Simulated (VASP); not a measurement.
# Mo (Im-3m) in VASP: a series of runs

The runs below take Mo through single point, with LDA.

Program: VASP 6.6.1. These are calculated values, not measurements. Logs are shortened: lines on timing, memory, paths and dates and some standing lists are left out, and cuts for length are marked.

## 1. The undisturbed crystal

The structure is cubic, space group Im-3m (No. 229). The conventional cell has a = 3.168 Å, b = 3.168 Å, c = 3.168 Å, α = 90.00°, β = 90.00°, γ = 90.00°. Mo (site symmetry m-3m) has 8 Mo at 2.74 Å as nearest neighbours.

## 2. Single point, LDA (grid = ENCUT=400 dk=0.6 cell=2x2x1 ISMEAR=1 SIGMA=0.1 LREAL=Auto EDIFF=1e-06)

Contents of INCAR:

```
SYSTEM = Mo
ALGO = Fast ; EDIFF = 1E-6
ENCUT = 400 ; ISIF = 2
ISMEAR = 1 ; LASPH = .True.
LCHARG = .False. ; LREAL = Auto
LWAVE = .False. ; NBANDS = 29
NELM = 120 ; PREC = Accurate
SIGMA = 0.1
```

Contents of KPOINTS:

```
k-points
0
Gamma
  5 5 5
  0 0 0
```

Contents of POSCAR:

```
Mo
1.0
   -3.1676179438      3.1676179438      3.1676179438
    3.1676179438     -3.1676179438      3.1676179438
    1.5838089719      1.5838089719     -1.5838089719
Mo
3
Direct
    0.0000000000      0.5000000000      0.0000000000
    0.5000000000      0.0000000000      0.0000000000
    0.5000000000      0.5000000000      0.0000000000
```

Potentials or basis: VASP PAW LDA potentials, release 64 (Mo_sv).

Started as:

```console
$ cat potpaw_LDA.64/Mo_sv/POTCAR > POTCAR
$ mpirun -np 1 vasp_std > vasp.out
```

OUTCAR:

```text
SYSTEM = Mo
   EDIFF = 1E-6
   ENCUT = 400
   ISIF = 2
   ISMEAR = 1
   LASPH = .True.
   LREAL = Auto
   NELM = 120
   PREC = Accurate

 Found     19 irreducible k-points:

 Following reciprocal coordinates:
            Coordinates               Weight
  0.000000  0.000000  0.000000      1.000000
  0.200000  0.000000  0.000000      6.000000
  0.400000  0.000000  0.000000      6.000000
  0.200000  0.200000  0.000000      6.000000
  0.400000  0.200000  0.000000      6.000000
  0.000000  0.000000  0.200000      6.000000
   k-points           NKPTS =     19   k-points in BZ     NKDIM =     19   number of bands    NBANDS=     29
   number of dos      NEDOS =    301   number of ions     NIONS =      3
   total plane-waves  NPLWV =  23328
   dimension x,y,z NGX =    36 NGY =   36 NGZ =   18
   dimension x,y,z NGXF=    72 NGYF=   72 NGZF=   36
   ions per type =               3
   NGX,Y,Z   is equivalent  to a cutoff of  10.91, 10.91, 10.91 a.u.
   NGXF,Y,Z  is equivalent  to a cutoff of  21.82, 21.82, 21.82 a.u.
 SYSTEM =  Mo
   PREC   = accura    normal or accurate (medium, high low for compatibility)
   ISTART =      0    job   : 0-new  1-cont  2-samecut
   ICHARG =      2    charge: 1-file 2-atom 10-const
   ISPIN  =      1    spin polarized calculation?
   LNONCOLLINEAR =      F non collinear calculations
   LSORBIT =      F    spin-orbit coupling
   LASPH  =      T    aspherical Exc in radial PAW
   ENCUT  =  400.0 eV  29.40 Ry    5.42 a.u.   8.95  8.95  4.47*2*pi/ulx,y,z
   NELM   =    120;   NELMIN=  2; NELMDL= -5     # of ELM steps
   EDIFF  = 0.1E-05   stopping-criterion for ELM
   LREAL  =      T    real-space projection
   EDIFFG = 0.1E-04   stopping-criterion for IOM
   NSW    =      0    number of steps for IOM
   IBRION =     -1    ionic relax: 0-MD 1-quasi-New 2-CG
   NFREE  =      0    steps in history (QN), initial steepest desc. (CG)
   ISIF   =      2    stress and relaxation
   ISYM   =      2    0-nonsym 1-usesym 2-fastsym
   POTIM  = 0.5000    time-step for ionic-motion
   TEBEG  =    0.0;   TEEND  =   0.0 temperature during run
   PSTRESS=    0.0 pullay stress
   NELECT =      42.0000    total number of electrons
   NUPDOWN=      -1.0000    fix difference up-down
   EMIN   =  10.00;   EMAX   =-10.00  energy-range for DOS
   EFERMI =   0.00;   METHOD = LEGACY
   ISMEAR =     1;   SIGMA  =   0.10  broadening in eV -4-tet -1-fermi 0-gaus
   EFERMI_NEDOS =   21; number of points for ismear=-14 and -15
   IALGO  =     68    algorithm
   IMIX   =      4    mixing-type and parameters
     AMIX     =   0.40;   BMIX     =  1.00
     AMIX_MAG =   1.60;   BMIX_MAG =  1.00
  volume/ion in A,a.u.               =      21.19       142.99
  Fermi-wavevector in a.u.,A,eV,Ry     =   1.425876  2.694515 27.662315  2.033123
  Thomas-Fermi vector in A             =   2.546213
   LORBIT       =      0    0 simple, 1 ext, 2 COOP (PROOUT), +10 PAW based schemes
   GGA     = CA    functional components
   LHFCALC =     F    Hartree Fock is set to
   AEXX    =    0.0000 exact exchange contribution
   IVDW    =     0    specifies the selected vdW correction
   LEPSILON=     F    determine dielectric tensor
   LRPA    =     F    only Hartree local field effects (RPA)
 non-spin polarized calculation
 RMM-DIIS sequential band-by-band and
 Methfessel and Paxton  Order N= 1 SIGMA  =   0.10
  energy-cutoff  :      400.00
  volume of cell :       63.57
 maximum number of plane-waves:      1185
   NGX = 17   NGY = 17   NGZ =  9

 number of electron      42.0000016 magnetization

 Free energy of the ion-electron system (eV)
  ---------------------------------------------------
  ext. energy  EPLUGINS =         0.00000000
  ---------------------------------------------------
  free energy    TOTEN  =       -32.63401484 eV

  energy without entropy =      -32.63283988  energy(sigma->0) =      -32.63362319

 E-fermi :   7.7675     XC(G=0): -11.6735

 val. band max:        7.7523237010   @ k =  -0.4000   0.4000   0.2000
 cond. band min:       7.7762663080   @ k =   0.0000   0.0000   0.4000
 fundamental gap:      0.0239426071
 Fermi energy:         7.7674728772

 k-point     1 :       0.0000    0.0000    0.0000
  band No.  band energies     occupation
      1     -52.8313      2.00000
      2     -52.6429      2.00000
      3     -52.6429      2.00000
      4     -27.6998      2.00000
      5     -27.3061      2.00000
      6     -27.3061      2.00000
[... 21 lines left out ...]
     28      10.8737      0.00000
     29      10.8739      0.00000

 k-point     2 :       0.2000    0.0000    0.0000
  band No.  band energies     occupation
      1     -52.8158      2.00000
      2     -52.6590      2.00000
      3     -52.6430      2.00000
      4     -27.6167      2.00000
      5     -27.2884      2.00000
      6     -27.2422      2.00000
[... 21 lines left out ...]
     28      10.5085      0.00000
     29      11.1970      0.00000

 k-point     3 :       0.4000    0.0000    0.0000
  band No.  band energies     occupation
      1     -52.7794      2.00000
      2     -52.6962      2.00000
      3     -52.6431      2.00000
      4     -27.4773      2.00000
      5     -27.1675      2.00000
      6     -27.0787      2.00000
[... 21 lines left out ...]
     28      10.0765      0.00000
     29      10.6301      0.00000

 k-point     4 :       0.2000    0.2000    0.0000
  band No.  band energies     occupation
      1     -52.7885      2.00000
      2     -52.6869      2.00000
      3     -52.6431      2.00000
      4     -27.4817      2.00000
      5     -27.2652      2.00000
      6     -27.1053      2.00000
[... 21 lines left out ...]
     28      10.2671      0.00000
     29      10.8255      0.00000

 k-point     5 :       0.4000    0.2000    0.0000
  band No.  band energies     occupation
      1     -52.7573      2.00000
      2     -52.7185      2.00000
      3     -52.6431      2.00000
      4     -27.3727      2.00000
      5     -27.1312      2.00000
      6     -27.1290      2.00000
[... 21 lines left out ...]
     28       9.9946      0.00000
     29      10.3715      0.00000

 k-point     6 :       0.0000    0.0000    0.2000
  band No.  band energies     occupation
      1     -52.7635      2.00000
      2     -52.6434      2.00000
      3     -52.6014      2.00000
      4     -27.5209      2.00000
      5     -27.2833      2.00000
      6     -27.1045      2.00000
[... 21 lines left out ...]
     28      11.0017      0.00000
     29      13.0849      0.00000

 [... further k-points ...]

------------------------ aborting loop because EDIFF is reached ----------------------------------------

  FORCE on cell =-STRESS in cart. coord.  units (eV):
  Direction    XX          YY          ZZ          XY          YZ          ZX
  --------------------------------------------------------------------------------------
  -------------------------------------------------------------------------------------
  Total       -9.6061856     -9.6061856     -9.6061856     -1.0152000      1.0152000      1.0152000
  in kB     -242.1214012   -242.1214012   -242.1214012    -25.5878498     25.5878498     25.5878498
  external PRESSURE =    -242.1214012 kB  Pullay stress =       0.0000000 kB

 VOLUME and BASIS-vectors are now :
 -----------------------------------------------------------------------------
  energy-cutoff  :      400.00
  volume of cell :       63.57
      direct lattice vectors                 reciprocal lattice vectors
    -3.167617944  3.167617944  3.167617944     0.000000000  0.157847319  0.157847319
     3.167617944 -3.167617944  3.167617944     0.157847319  0.000000000  0.157847319
     1.583808972  1.583808972 -1.583808972     0.315694638  0.315694638  0.000000000

 POSITION                                       TOTAL-FORCE (eV/Angst)
 -----------------------------------------------------------------------------------
      1.58381     -1.58381      1.58381        -0.000000      0.000000      0.000000
     -1.58381      1.58381      1.58381         0.000000     -0.000000     -0.000000
      0.00000      0.00000      3.16762         0.000000     -0.000000     -0.000000
 -----------------------------------------------------------------------------------
    total drift:                               -0.000000     -0.000000      0.000000

  FREE ENERGIE OF THE ION-ELECTRON SYSTEM (eV)
  ---------------------------------------------------
  free  energy   TOTEN  =       -32.6340148419 eV

  energy  without entropy=      -32.6328398780  energy(sigma->0) =      -32.63362319
```

Wall time 22 s (1 thread of Intel Xeon 6975P-C (Granite Rapids), shared host); peak memory 0.14 GiB.

The run converged, but some of its settings lie outside the range that counts as converged, so its numbers aren't taken as properties of the crystal.

What came out:

```yaml
Free_energy: -32.6340 eV
Pressure: -24.2 GPa
Band_gap_on_the_k_mesh: none (metal or under the smearing width)
```

Caveat: the k mesh is coarse (spacing up to 0.56 Å⁻¹), so the values aren't converged.

## 3. Single point, LDA (grid = ENCUT=280 dk=0.35 cell=2x2x1 ISMEAR=1 SIGMA=0.1 LREAL=Auto EDIFF=1e-06)

INCAR, as its differences from that of step 2:

```diff
@@ -2,3 +2,3 @@
 ALGO = Fast ; EDIFF = 1E-6
-ENCUT = 400 ; ISIF = 2
+ENCUT = 280 ; ISIF = 2
 ISMEAR = 1 ; LASPH = .True.
```

Contents of KPOINTS:

```
k-points
0
Gamma
  9 9 9
  0 0 0
```

POSCAR is that of step 2.

Potentials or basis: VASP PAW LDA potentials, release 64 (Mo_sv).

Started as:

```console
$ cat potpaw_LDA.64/Mo_sv/POTCAR > POTCAR
$ mpirun -np 1 vasp_std > vasp.out
```

OUTCAR:

```text
SYSTEM = Mo
   EDIFF = 1E-6
   ENCUT = 280
   ISIF = 2
   ISMEAR = 1
   LASPH = .True.
   LREAL = Auto
   NELM = 120
   PREC = Accurate

 Found     85 irreducible k-points:

 Following reciprocal coordinates:
            Coordinates               Weight
  0.000000  0.000000  0.000000      1.000000
  0.111111  0.000000  0.000000      6.000000
  0.222222  0.000000  0.000000      6.000000
  0.333333  0.000000  0.000000      6.000000
  0.444444  0.000000  0.000000      6.000000
  0.111111  0.111111  0.000000      6.000000
   k-points           NKPTS =     85   k-points in BZ     NKDIM =     85   number of bands    NBANDS=     29
   number of dos      NEDOS =    301   number of ions     NIONS =      3
   total plane-waves  NPLWV =  14400
   dimension x,y,z NGX =    30 NGY =   30 NGZ =   16
   dimension x,y,z NGXF=    60 NGYF=   60 NGZF=   32
   ions per type =               3
   NGX,Y,Z   is equivalent  to a cutoff of   9.09,  9.09,  9.70 a.u.
   NGXF,Y,Z  is equivalent  to a cutoff of  18.18, 18.18, 19.39 a.u.
 SYSTEM =  Mo
   PREC   = accura    normal or accurate (medium, high low for compatibility)
   ISTART =      0    job   : 0-new  1-cont  2-samecut
   ICHARG =      2    charge: 1-file 2-atom 10-const
   ISPIN  =      1    spin polarized calculation?
   LNONCOLLINEAR =      F non collinear calculations
   LSORBIT =      F    spin-orbit coupling
   LASPH  =      T    aspherical Exc in radial PAW
   ENCUT  =  280.0 eV  20.58 Ry    4.54 a.u.   7.49  7.49  3.74*2*pi/ulx,y,z
   NELM   =    120;   NELMIN=  2; NELMDL= -5     # of ELM steps
   EDIFF  = 0.1E-05   stopping-criterion for ELM
   LREAL  =      T    real-space projection
   EDIFFG = 0.1E-04   stopping-criterion for IOM
   NSW    =      0    number of steps for IOM
   IBRION =     -1    ionic relax: 0-MD 1-quasi-New 2-CG
   NFREE  =      0    steps in history (QN), initial steepest desc. (CG)
   ISIF   =      2    stress and relaxation
   ISYM   =      2    0-nonsym 1-usesym 2-fastsym
   POTIM  = 0.5000    time-step for ionic-motion
   TEBEG  =    0.0;   TEEND  =   0.0 temperature during run
   PSTRESS=    0.0 pullay stress
   NELECT =      42.0000    total number of electrons
   NUPDOWN=      -1.0000    fix difference up-down
   EMIN   =  10.00;   EMAX   =-10.00  energy-range for DOS
   EFERMI =   0.00;   METHOD = LEGACY
   ISMEAR =     1;   SIGMA  =   0.10  broadening in eV -4-tet -1-fermi 0-gaus
   EFERMI_NEDOS =   21; number of points for ismear=-14 and -15
   IALGO  =     68    algorithm
   IMIX   =      4    mixing-type and parameters
     AMIX     =   0.40;   BMIX     =  1.00
     AMIX_MAG =   1.60;   BMIX_MAG =  1.00
  volume/ion in A,a.u.               =      21.19       142.99
  Fermi-wavevector in a.u.,A,eV,Ry     =   1.425876  2.694515 27.662315  2.033123
  Thomas-Fermi vector in A             =   2.546213
   LORBIT       =      0    0 simple, 1 ext, 2 COOP (PROOUT), +10 PAW based schemes
   GGA     = CA    functional components
   LHFCALC =     F    Hartree Fock is set to
   AEXX    =    0.0000 exact exchange contribution
   IVDW    =     0    specifies the selected vdW correction
   LEPSILON=     F    determine dielectric tensor
   LRPA    =     F    only Hartree local field effects (RPA)
 non-spin polarized calculation
 RMM-DIIS sequential band-by-band and
 Methfessel and Paxton  Order N= 1 SIGMA  =   0.10
  energy-cutoff  :      280.00
  volume of cell :       63.57
 maximum number of plane-waves:       711
 NGX is ok and might be reduce to    30
   NGX = 15   NGY = 15   NGZ =  7

 number of electron      42.0000008 magnetization

 Free energy of the ion-electron system (eV)
  ---------------------------------------------------
  ext. energy  EPLUGINS =         0.00000000
  ---------------------------------------------------
  free energy    TOTEN  =       -32.64043917 eV

  energy without entropy =      -32.63914271  energy(sigma->0) =      -32.64000702

 E-fermi :   7.8211     XC(G=0): -11.6766

 val. band max:        7.8202486054   @ k =   0.2222   0.2222   0.4444
 cond. band min:       7.8217591579   @ k =  -0.2222   0.0000   0.2222
 fundamental gap:      0.0015105525
 Fermi energy:         7.8211208204

 k-point     1 :       0.0000    0.0000    0.0000
  band No.  band energies     occupation
      1     -52.8214      2.00000
      2     -52.6330      2.00000
      3     -52.6330      2.00000
      4     -27.6975      2.00000
      5     -27.2993      2.00000
      6     -27.2993      2.00000
[... 21 lines left out ...]
     28      10.8830      0.00000
     29      10.8848      0.00000
[... 129 lines left out ...]
 k-point     6 :       0.1111    0.1111    0.0000
  band No.  band energies     occupation
      1     -52.8063      2.00000
      2     -52.6474      2.00000
      3     -52.6323      2.00000
      4     -27.6192      2.00000
      5     -27.2865      2.00000
      6     -27.2369      2.00000
[... 21 lines left out ...]
     28      10.4117      0.00000
     29      11.0431      0.00000

 [... further k-points ...]

------------------------ aborting loop because EDIFF is reached ----------------------------------------

  FORCE on cell =-STRESS in cart. coord.  units (eV):
  Direction    XX          YY          ZZ          XY          YZ          ZX
  --------------------------------------------------------------------------------------
  -------------------------------------------------------------------------------------
  Total       -9.4798556     -9.4798556     -9.4798556     -0.8433659      0.8433659      0.8433659
  in kB     -238.9372857   -238.9372857   -238.9372857    -21.2568170     21.2568170     21.2568170
  external PRESSURE =    -238.9372857 kB  Pullay stress =       0.0000000 kB

 VOLUME and BASIS-vectors are now :
 -----------------------------------------------------------------------------
  energy-cutoff  :      280.00
  volume of cell :       63.57
      direct lattice vectors                 reciprocal lattice vectors
    -3.167617944  3.167617944  3.167617944     0.000000000  0.157847319  0.157847319
     3.167617944 -3.167617944  3.167617944     0.157847319  0.000000000  0.157847319
     1.583808972  1.583808972 -1.583808972     0.315694638  0.315694638  0.000000000

 POSITION                                       TOTAL-FORCE (eV/Angst)
 -----------------------------------------------------------------------------------
      1.58381     -1.58381      1.58381        -0.000000     -0.000000     -0.000000
     -1.58381      1.58381      1.58381         0.000000     -0.000000      0.000000
      0.00000      0.00000      3.16762        -0.000000      0.000000     -0.000000
 -----------------------------------------------------------------------------------
    total drift:                                0.000000      0.000000     -0.000000

  FREE ENERGIE OF THE ION-ELECTRON SYSTEM (eV)
  ---------------------------------------------------
  free  energy   TOTEN  =       -32.6404391685 eV

  energy  without entropy=      -32.6391427094  energy(sigma->0) =      -32.64000702
```

OSZICAR:

```text
N       E                     dE             d eps       ncg     rms          rms(c)
DAV:   1     0.325051529994E+03    0.32505E+03   -0.20298E+04  5618   0.939E+02
DAV:   2    -0.255700547128E+02   -0.35062E+03   -0.33997E+03  5468   0.375E+02
DAV:   3    -0.346479899539E+02   -0.90779E+01   -0.87530E+01  6120   0.573E+01
DAV:   4    -0.347616063882E+02   -0.11362E+00   -0.11311E+00  5404   0.506E+00
DAV:   5    -0.347627617428E+02   -0.11554E-02   -0.11550E-02  5676   0.521E-01    0.180E+01
RMM:   6    -0.328564012703E+02    0.19064E+01   -0.37536E+00  4930   0.127E+01    0.445E+00
RMM:   7    -0.326458209948E+02    0.21058E+00   -0.14193E+00  5260   0.570E+00    0.189E+00
RMM:   8    -0.326396941895E+02    0.61268E-02   -0.15975E-01  5760   0.237E+00    0.558E-01
RMM:   9    -0.326400950961E+02   -0.40091E-03   -0.44535E-02  6238   0.867E-01    0.149E-01
RMM:  10    -0.326403528854E+02   -0.25779E-03   -0.55891E-03  6071   0.368E-01    0.740E-02
RMM:  11    -0.326404446726E+02   -0.91787E-04   -0.11777E-03  6684   0.130E-01    0.301E-02
RMM:  12    -0.326404582344E+02   -0.13562E-04   -0.25363E-04  5569   0.890E-02    0.545E-02
RMM:  13    -0.326404376625E+02    0.20572E-04   -0.90187E-05  5774   0.630E-02    0.108E-02
RMM:  14    -0.326404404804E+02   -0.28179E-05   -0.47132E-05  6028   0.352E-02    0.129E-02
RMM:  15    -0.326404391378E+02    0.13426E-05   -0.82858E-06  4871   0.181E-02    0.257E-03
RMM:  16    -0.326404391685E+02   -0.30701E-07   -0.18821E-06  4158   0.523E-03
   1 F= -.32640439E+02 E0= -.32640007E+02  d E =-.129646E-02
```

Run time: 93 s. Hardware: 1 thread of Intel Xeon 6975P-C (Granite Rapids), shared host; peak memory 0.15 GiB.

These settings aren't checked as converged: the numbers below hold their error.

Results:

```yaml
Free_energy: -32.6404 eV
Band_gap_on_the_k_mesh: none (metal or under the smearing width)
```

Caveat: the cutoff is under 1.25 times the usual one of these potentials, so pressure, stress and relaxed cells hold a basis-set (Pulay) error.

## 4. Single point, LDA (grid = ENCUT=400 dk=0.45 cell=2x2x1 ISMEAR=1 SIGMA=0.1 LREAL=Auto EDIFF=1e-06)

INCAR, as its differences from that of step 3:

```diff
@@ -2,3 +2,3 @@
 ALGO = Fast ; EDIFF = 1E-6
-ENCUT = 280 ; ISIF = 2
+ENCUT = 400 ; ISIF = 2
 ISMEAR = 1 ; LASPH = .True.
```

Contents of KPOINTS:

```
k-points
0
Gamma
  7 7 7
  0 0 0
```

POSCAR is that of step 3.

Started as:

```console
$ cat potpaw_LDA.64/Mo_sv/POTCAR > POTCAR
$ mpirun -np 1 vasp_std > vasp.out
```

Wall time 67 s (1 thread of Intel Xeon 6975P-C (Granite Rapids), shared host); peak memory 0.15 GiB.

These settings aren't checked as converged: the numbers below hold their error.

Results:

* Free energy: -32.6361 eV
* Pressure: -23.8 GPa
* Band gap on the k mesh: none (metal or under the smearing width)

Caveat: the k mesh is coarse (spacing up to 0.40 Å⁻¹), so the values aren't converged.
